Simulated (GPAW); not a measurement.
# PtSe2 (Sudovikovite) (P-3m1) in GPAW: a series of runs

The runs below take PtSe2 (Sudovikovite) through equation of state, band structure, with vdW-DF-cx, LDA, PBE+U, PBE.

Program: GPAW 26.7.0. These are calculated values, not measurements. Logs are shortened: lines on timing, memory, paths and dates and some standing lists are left out, and cuts for length are marked. The log counts tension as positive stress, the text compression.

## 1. The structure

Symmetry: P-3m1, No. 164, trigonal system. The conventional cell has a = 3.724 Å, b = 3.724 Å, c = 5.062 Å, α = 90.00°, β = 90.00°, γ = 120.00°. Around Pt (site symmetry -3m) lie 6 Se at 2.49 Å. Se (site symmetry 3m) is surrounded by 3 Pt at 2.49 Å.

## 2. Equation of state, vdW-DF-cx

File run.py:

```python
from ase.eos import EquationOfState
from ase.io import Trajectory, read
from ase.units import GPa
from gpaw import GPAW, PW

atoms = read('POSCAR')

traj = Trajectory('eos.traj', 'w')
volumes, energies = [], []
for x in [0.94, 0.96, 0.98, 1.0, 1.02, 1.04, 1.06]:
    a = atoms.copy()
    a.set_cell(atoms.cell * x**(1 / 3), scale_atoms=True)
    calc = GPAW(mode=PW(600),
                xc={'name': 'vdW-DF-cx', 'backend': 'libvdwxc'},
                kpts={'size': (6, 6, 4), 'gamma': True},
                occupations={'name': 'fermi-dirac', 'width': 0.05},
                nbands=26,
                convergence={'density': 1e-05, 'energy': 1e-05},
                maxiter=150,
                txt=f'eos-{x:.2f}.txt')
    a.calc = calc
    energies.append(a.get_potential_energy(force_consistent=True))
    volumes.append(a.get_volume())
    calc.write(f'eos-{x:.2f}.gpw')
    traj.write(a)
    print(f'{x:.2f} {volumes[-1]:10.4f} A^3 {energies[-1]:14.6f} eV', flush=True)

v0, e0, B = EquationOfState(volumes, energies, eos='birchmurnaghan').fit()
print(f'V0 = {v0:.4f} A^3, E0 = {e0:.6f} eV, B0 = {B / GPa:.2f} GPa')
```

File POSCAR:

```
PtSe2
1.0
    3.7240000000      0.0000000000      0.0000000000
   -1.8620000000      3.2250786037      0.0000000000
    0.0000000000      0.0000000000      5.0620000000
Pt Se
1 2
Direct
    0.0000000000      0.0000000000      0.0000000000
    0.6666666667      0.3333333333      0.7500000000
    0.3333333333      0.6666666667      0.2500000000
```

Potentials or basis: GPAW PAW data sets (gpaw-data 1.2.1), pw.

Run with:

```console
OMP_NUM_THREADS=1 python run.py
```

The log of the run:

```text
__  _  _
 | _ |_)|_||  |
 |__||  | ||/\| - 26.7.0

Input parameters:
  mode=PW(ecut=600.0),
  convergence={'density': 1e-05, 'energy': 1e-05},
  kpts=MonkhorstPack(size=(6, 6, 4), gamma=True),
  maxiter=150,
  nbands=26,
  occupations=Occupations(name='fermi-dirac', width=0.05),
  xc=XC(name='vdW-DF-cx', backend='libvdwxc')

Diagonalizing LCAO Hamiltonian
Converting LCAO to pw mode

            Se

        Se

       Pt

Atoms  # Å, Bohr magnetons
|   | symbol |         x |        y |        z |    initial magnetic moments |
|---|--------|-----------|----------|----------|-----------------------------|
| 0 |     Pt |  0.000000 | 0.000000 | 0.000000 | ( 0.0000,  0.0000,  0.0000) |
| 1 |     Se |  1.823989 | 1.053081 | 3.718999 | ( 0.0000,  0.0000,  0.0000) |
| 2 |     Se | -0.000000 | 2.106161 | 1.239666 | ( 0.0000,  0.0000,  0.0000) |

Unit cell  # Å
| periodic |         x |        y |        z |  lengths |     angles |
|----------|-----------|----------|----------|----------|------------|
|      yes |  3.647979 | 0.000000 | 0.000000 | 3.647979 |  90.000000 |
|      yes | -1.823989 | 3.159242 | 0.000000 | 3.647979 |  90.000000 |
|      yes |  0.000000 | 0.000000 | 4.958665 | 4.958665 | 120.000000 |

Number of symmetries: 12
Symmetry operations  # r_c * U_cc + t_c -> r_c
|    | kind |            matrix            |
|----|------|------------------------------|
|  0 |  σ   |  1, 1, 0,  0,-1, 0,  0, 0, 1 |
|  1 |  S6  |  1, 1, 0, -1, 0, 0,  0, 0,-1 |
|  2 |  E   |  1, 0, 0,  0, 1, 0,  0, 0, 1 |
|  3 |  C2  |  1, 0, 0, -1,-1, 0,  0, 0,-1 |
|  4 |  C2  |  0, 1, 0,  1, 0, 0,  0, 0,-1 |
|  5 |  C3  |  0, 1, 0, -1,-1, 0,  0, 0, 1 |
|  6 |  S6  |  0,-1, 0,  1, 1, 0,  0, 0,-1 |
|  7 |  σ   |  0,-1, 0, -1, 0, 0,  0, 0, 1 |
|  8 |  σ   | -1, 0, 0,  1, 1, 0,  0, 0, 1 |
|  9 |  i   | -1, 0, 0,  0,-1, 0,  0, 0,-1 |
| 10 |  C3  | -1,-1, 0,  1, 0, 0,  0, 0, 1 |
| 11 |  C2  | -1,-1, 0,  0, 1, 0,  0, 0,-1 |

BZ-sampling:
  Number of BZ points: 144
  Number of IBZ points: 24

  Monkhorst-Pack size: [6, 6, 4]
  Monkhorst-Pack shift: [0.08333333333333333, 0.08333333333333333, 0.125]

K-points  # in reciprocal-cell coordinates
|     |                                coordinates |     weight |
|-----|--------------------------------------------|------------|
|   0 | (  0.00000000,   0.00000000,   0.00000000) | 0.00694444 |
|   1 | (  0.00000000,   0.00000000,   0.25000000) | 0.01388889 |
|   2 | (  0.00000000,   0.00000000,   0.50000000) | 0.00694444 |
|   3 | (  0.16666667,   0.00000000,  -0.25000000) | 0.04166667 |
|   4 | (  0.16666667,   0.00000000,   0.00000000) | 0.04166667 |
|   5 | (  0.16666667,   0.00000000,   0.25000000) | 0.04166667 |
|   6 | (  0.16666667,   0.00000000,   0.50000000) | 0.04166667 |
|   7 | (  0.33333333,  -0.16666667,   0.00000000) | 0.04166667 |
|   8 | (  0.33333333,  -0.16666667,   0.25000000) | 0.08333333 |
|   9 | (  0.33333333,  -0.16666667,   0.50000000) | 0.04166667 |
| ... |                                            |            |
|  23 | (  0.50000000,   0.50000000,   0.50000000) | 0.02083333 |

Plane wave coefficients: 1928
Cutoff: 600.0 eV

Spin-components: 1 (collinear spins)
Bands:           26
Projectors:      16
Spin-degeneracy: 2
Datatype:        complex128

Parallelization:
  kpt:    1
  domain: 1
  band:   1

Density:
  Valence electrons: 28.0
  Components: 1
  Grid points: [21 21 30]
  Charge: 0.0  # |e|

Potential:
  Grid points: [21 21 30]

species:
  Pt:
    name:    Platinum
    Z:       78.0
    valence: 16
    core:    62
    charge:  0.0  # [|e|]
    compensation charges:
      type: gauss
      rc: 0.41  # [Å]
      lmax: 2
    cutoffs:
      filter: 2.26  # [Å]
      core: 2.26  # [Å]
    projectors
    | kind |    occ | energy [eV] | rcut [Å] |
    |------|--------|-------------|----------|
    |   6s |  1.000 |      -5.628 |    1.307 |
    |   5p |  6.000 |     -56.051 |    1.371 |
    |   6p |  0.000 |      -0.845 |    1.371 |
    |   5d |  9.000 |      -6.153 |    1.307 |
    |    s |        |      21.583 |    1.307 |
    |    d |        |      21.058 |    1.307 |

    Using partial waves for Pt as LCAO basis

  Se:
    name:    Selenium
    Z:       34.0
    valence: 6
    core:    28
    charge:  0.0  # [|e|]
    compensation charges:
      type: gauss
      rc: 0.27  # [Å]
      lmax: 2
    cutoffs:
      filter: 1.77  # [Å]
      core: 2.67  # [Å]
    projectors
    | kind |    occ | energy [eV] | rcut [Å] |
    |------|--------|-------------|----------|
    |   4s |  2.000 |     -17.277 |    0.847 |
    |   4p |  4.000 |      -6.512 |    1.005 |
    |    s |        |       9.935 |    0.847 |
    |    p |        |      20.699 |    1.005 |
    |    d |        |       0.000 |    0.847 |

    Using partial waves for Se as LCAO basis

Reference energy: -632582.427029  # eV

eigensolver:
  PPCG
  Converge bands: occupied
  niter=2

density mixing:
  MSR1-Mixer
  Pratt-step length: 0.05
  Maximum mixing coefficient: 0.75
  Old densities: 10
  SVD Regularization: 0.005
  Good broyden scale: 1.0
  Trust region scale: 1.0
  Backstep threshold: 4.0
  History deletion threshold: 6.0
  Fourier metric: weight=20.0, sigma=0.015

occupation numbers:
  Fermi-Dirac:
    width: 0.0500  # eV

poisson solver:
  ecut: 4800.0  # eV

xc functional:
  name: vdW-DF-cx with libvdwxc
  Mode: serial
  Semilocal: GGA_X_LV_RPW86+LDA_C_PW with 2 nearest neighbor stencil
  Local blocksize: 42 x 42 x 60
  PAW datasets: PBE

convergence criteria:
- Maximum integral of absolute [dens]ity change: 1e-05 electrons / valence electron
- Maximum [total energy] change in last 3 cyles: 1e-05 eV / valence electron
- Maximum integral of absolute [eigenst]ate change: 4e-08 eV^2 / valence electron
maximum number of iterations: 150

SCF iterations
|iter     | |      energy | eigst |  dens |
|---------|-|-------------|-------|-------|
|iter:   1| |  146.001261 | +0.17 |       |
|iter:   2| |  146.304232 | -2.09 | -1.15 |
|iter:   3| |  146.810126 | -1.93 | -1.21 |
|iter:   4| |  146.835188 | -3.31 | -1.63 |
|iter:   5| |  146.848844 | -3.35 | -1.88 |
|iter:   6| |  146.848862 | -4.62 | -2.70 |
|iter:   7| |  146.848785c| -5.00 | -3.18 |
|iter:   8| |  146.848782c| -6.74 | -4.01 |
|iter:   9| |  146.848782c| -7.67c| -4.49 |
|iter:  10| |  146.848782c| -7.72c| -4.93 |
|iter:  11| |  146.848782c| -8.60c| -5.78c|

Converged in 11 steps
Energy contributions relative to reference atoms: (reference = -632582.427029)

Energy contributions:
  Kinetic:          32.718534
  Coulomb:         -30.405755
  Zero:             -0.708139
  External:          0.000000
  Xc:              145.248059
  Entropy:          -0.007835
  Spinorbit:         0.000000
  ----------------------------
  Free energy:     146.844864
  Extrapolated:    146.848782

dipole moment: (-6.275312, -10.869159, -17.059951)  # |e|*Ang

Fermi level: 9.268
Eigenvalues  # (at kpt = [0.000, 0.000, 0.000])
| band index |      eig [eV] | occ [0-2] |
|------------|---------------|-----------|
|          0 |       -44.987 |     2.000 |
|        ... |               |           |
|          5 |         1.513 |     2.000 |
|          6 |         2.268 |     2.000 |
|          7 |         2.268 |     2.000 |
|          8 |         4.846 |     2.000 |
|          9 |         4.847 |     2.000 |
|         10 |         6.497 |     2.000 |
|         11 |         8.151 |     2.000 |
|         12 |         8.151 |     2.000 |
|         13 |         9.684 |     0.000 |
|         14 |        10.794 |     0.000 |
|         15 |        10.794 |     0.000 |
|         16 |        12.721 |     0.000 |
|         17 |        13.939 |     0.000 |
|         18 |        16.558 |     0.000 |
|         19 |        16.558 |     0.000 |
|         20 |        21.335 |     0.000 |
|        ... |               |           |
|         25 |        22.037 |     0.000 |

No gap
No difference between direct/indirect transitions
# Writing to eos-0.94.gpw (mode='')
```

It took 3.5 min on 1 thread of Arm Neoverse V1, shared host; peak memory 0.34 GiB.

Results:

```
Equilibrium volume                        : 21.09 Å³/atom
Bulk modulus at fixed shape and positions : 120 GPa
Pressure derivative of the bulk modulus   : 4.8
```

Energy against volume, from the lowest point:
| volume (Å³/atom) | energy (meV/atom) |
| --- | --- |
| 19.049 | 89.37 |
| 19.455 | 55.06 |
| 19.860 | 29.90 |
| 20.265 | 12.86 |
| 20.671 | 3.17 |
| 21.076 | 0.00 |
| 21.481 | 2.65 |

Caveat: the cell was scaled at fixed shape and fractional positions, which overstates the stiffness of a crystal with free parameters, most of all of layers and chains; the PAW data sets were made with another functional, which shifts forces and pressure a little. Spin-orbit coupling is left out, which matters for the levels of Pt.

## 3. Band structure, vdW-DF-cx, spin-orbit coupling, no magnetisation

File run.py:

```python
import numpy as np
from ase.dft.bandgap import bandgap
from ase.io import read, write
from gpaw import GPAW, PW
from gpaw.spinorbit import soc_eigenstates

atoms = read('PtSe2.cif')

calc = GPAW(mode=PW(600),
            xc={'name': 'vdW-DF-cx', 'backend': 'libvdwxc'},
            kpts={'size': (6, 6, 4), 'gamma': True},
            occupations={'name': 'fermi-dirac', 'width': 0.05},
            nbands=26,
            convergence={'density': 1e-05, 'energy': 1e-05},
            maxiter=150,
            txt='gpaw.txt')
atoms.calc = calc
energy = atoms.get_potential_energy()
forces = atoms.get_forces()
calc.write('gs.gpw')
write('result.traj', atoms)
print(f'Energy: {energy:.6f} eV')
print('Forces (eV/A):')
print(forces.round(4))
print('Fermi level:', round(calc.get_fermi_level(), 4), 'eV')
print(f'Gap: {bandgap(calc)[0]:.4f} eV, direct: {bandgap(calc, direct=True)[0]:.4f} eV')

path = atoms.cell.bandpath('GMKGALHA,LM,KH', npoints=100, eps=1e-4)
bs_calc = calc.fixed_density(kpts=path, symmetry='off', nbands=41,
                             convergence={'bands': 'CBM+6.0', 'eigenstates': 1e-6}, txt='bands.txt')
bs = bs_calc.band_structure()
bs.write('bs.json')
print(f'Gap on the path: {bandgap(bs_calc)[0]:.4f} eV')

soc = soc_eigenstates(bs_calc, theta=54.7, phi=45)
np.savetxt('soc_bands.dat', soc.eigenvalues(), fmt='%.4f')
mesh = soc_eigenstates('gs.gpw', theta=54.7, phi=45)
np.savetxt('soc_mesh.dat', mesh.eigenvalues(), fmt='%.4f')
print('Fermi level with spin-orbit coupling:', round(mesh.fermi_level, 4), 'eV')
```

File PtSe2.cif:

```cif
data_PtSe2
_cell_length_a 3.72400000
_cell_length_b 3.72400000
_cell_length_c 5.06200000
_cell_angle_alpha 90.00000000
_cell_angle_beta 90.00000000
_cell_angle_gamma 120.00000000
_space_group_name_H-M_alt 'P1'
_space_group_name_Hall 'P 1'
_space_group_IT_number 1
loop_
_space_group_symop_operation_xyz
'x,y,z'
loop_
_atom_site_label
_atom_site_type_symbol
_atom_site_symmetry_multiplicity
_atom_site_Wyckoff_symbol
_atom_site_fract_x
_atom_site_fract_y
_atom_site_fract_z
_atom_site_occupancy
Pt1 Pt 1 a 0.0000000000 0.0000000000 0.0000000000 1
Se1 Se 1 a 0.6666666667 0.3333333333 0.7500000000 1
Se2 Se 1 a 0.3333333333 0.6666666667 0.2500000000 1
```

Potentials or basis: GPAW PAW data sets (gpaw-data 1.2.1), pw.

Run with:

```console
OMP_NUM_THREADS=1 python run.py
```

It took 51 s on 1 thread of AMD EPYC 9R14 (Zen 4), shared host; peak memory 0.45 GiB.

It converged, with:

* Free energy: 146.6154 eV
* Largest force: 0.785 eV/Å
* Band gap along the path: none (metal or under the smearing width)

Forces in eV/Å, atoms in the order of the input:
```
Pt   0.000  0.000  0.000
Se   0.000  0.000 -0.785
Se   0.000  0.000  0.785
```

Levels at the corners of the path, in eV from the Fermi level:
```tsv
point	band 25	band 26	band 27	band 28	band 29	band 30	band 31	band 32
Γ	-0.80	-0.80	0.40	0.40	1.34	1.34	1.46	1.46
M	-3.26	-3.26	-2.74	-2.74	0.64	0.64	2.29	2.29
K	-1.95	-1.95	-1.73	-1.73	-0.08	-0.08	0.08	0.08
Γ	-0.80	-0.80	0.40	0.40	1.34	1.34	1.46	1.46
A	-1.65	-1.65	-1.28	-1.28	2.21	2.21	2.28	2.28
L	-2.90	-2.90	-1.33	-1.33	0.93	0.93	1.48	1.48
H	-2.56	-2.56	-2.33	-2.33	1.90	1.90	1.99	1.99
A	-1.65	-1.65	-1.28	-1.28	2.21	2.21	2.28	2.28
L	-2.90	-2.90	-1.33	-1.33	0.93	0.93	1.48	1.48
M	-3.26	-3.26	-2.74	-2.74	0.64	0.64	2.29	2.29
K	-1.95	-1.95	-1.73	-1.73	-0.08	-0.08	0.08	0.08
H	-2.56	-2.56	-2.33	-2.33	1.90	1.90	1.99	1.99
```

Caveat: spin-orbit coupling was added after a scalar SCF, so levels and gaps hold it while energy, forces, pressure and moments don't; this program's spin-orbit splittings come out too wide for heavy elements; the PAW data sets were made with another functional, which shifts forces and pressure a little.

## 4. Band structure, LDA

File run.py:

```python
from ase.dft.bandgap import bandgap
from ase.io import read, write
from ase.units import GPa
from gpaw import GPAW, PW

atoms = read('PtSe2.xyz')

calc = GPAW(mode=PW(1600),
            xc='LDA',
            kpts={'size': (6, 6, 4), 'gamma': True},
            occupations={'name': 'fermi-dirac', 'width': 0.05},
            setups='hgh',
            nbands=-12,
            convergence={'density': 1e-05, 'energy': 1e-05},
            maxiter=150,
            txt='gpaw.txt')
atoms.calc = calc
energy = atoms.get_potential_energy()
forces = atoms.get_forces()
stress = atoms.get_stress()
calc.write('gs.gpw')
write('result.traj', atoms)
print(f'Energy: {energy:.6f} eV')
print('Forces (eV/A):')
print(forces.round(4))
print('Stress (GPa):', (stress / GPa).round(3))
print('Fermi level:', round(calc.get_fermi_level(), 4), 'eV')
print(f'Gap: {bandgap(calc)[0]:.4f} eV, direct: {bandgap(calc, direct=True)[0]:.4f} eV')

path = atoms.cell.bandpath('GMKGALHA,LM,KH', npoints=100, eps=1e-4)
bs_calc = calc.fixed_density(kpts=path, symmetry='off', nbands=-24,
                             convergence={'bands': 'CBM+6.0', 'eigenstates': 1e-6}, txt='bands.txt')
bs = bs_calc.band_structure()
bs.write('bs.json')
print(f'Gap on the path: {bandgap(bs_calc)[0]:.4f} eV')
```

File PtSe2.xyz:

```xyz
3
Lattice="3.7240000000 0.0000000000 0.0000000000 -1.8620000000 3.2250786037 0.0000000000 0.0000000000 0.0000000000 5.0620000000" Properties=species:S:1:pos:R:3 pbc="T T T"
Pt     0.0000000000      0.0000000000      0.0000000000
Se     1.8620000002      1.0750262011      3.7965000000
Se    -0.0000000002      2.1500524026      1.2655000000
```

Potentials or basis: HGH pseudopotentials, pw.

Run with:

```console
OMP_NUM_THREADS=1 python run.py
```

Wall time 2.7 min (1 thread of AMD EPYC 9R14 (Zen 4), shared host); peak memory 1.1 GiB.

Results (log left out):

| Item | Value |
| --- | --- |
| Free energy | -1234.8772 eV |
| Pressure | 1.0 GPa |
| Largest force | 0.369 eV/Å |
| Band gap along the path | none (metal or under the smearing width) |

Forces in eV/Å, atoms in the order of the input:
```
Pt   0.000  0.000  0.000
Se   0.000  0.000 -0.369
Se   0.000  0.000  0.369
```

Stress tensor (GPa, compression positive):
```
1.52 0.00 0.00
0.00 1.52 0.00
0.00 0.00 0.08
```

Levels at the corners of the path, in eV from the Fermi level:
```tsv
point	band 8	band 9	band 10	band 11	band 12	band 13	band 14	band 15
Γ	-2.66	-1.03	-1.03	0.46	1.48	1.48	3.54	3.95
M	-3.64	-3.56	-3.54	-3.05	0.66	2.40	4.74	5.79
K	-3.91	-2.71	-1.90	-1.90	0.01	0.01	3.99	7.64
Γ	-2.66	-1.03	-1.03	0.46	1.48	1.48	3.54	3.95
A	-2.96	-1.78	-1.47	-1.47	2.36	2.36	4.75	6.20
L	-3.63	-3.34	-2.86	-1.37	1.01	1.51	4.49	4.73
H	-4.23	-3.80	-2.61	-2.61	2.05	2.05	6.49	7.25
A	-2.96	-1.78	-1.47	-1.47	2.36	2.36	4.75	6.20
L	-3.63	-3.34	-2.86	-1.37	1.01	1.51	4.49	4.73
M	-3.64	-3.56	-3.54	-3.05	0.66	2.40	4.74	5.79
K	-3.91	-2.71	-1.90	-1.90	0.01	0.01	3.99	7.64
H	-4.23	-3.80	-2.61	-2.61	2.05	2.05	6.49	7.25
```

Caveat: spin-orbit coupling is left out, which moves the levels of the heavy elements; HGH potentials are hard and often keep d shells in the core, so these values are rough.

(Part 1 of 2 ends here.)
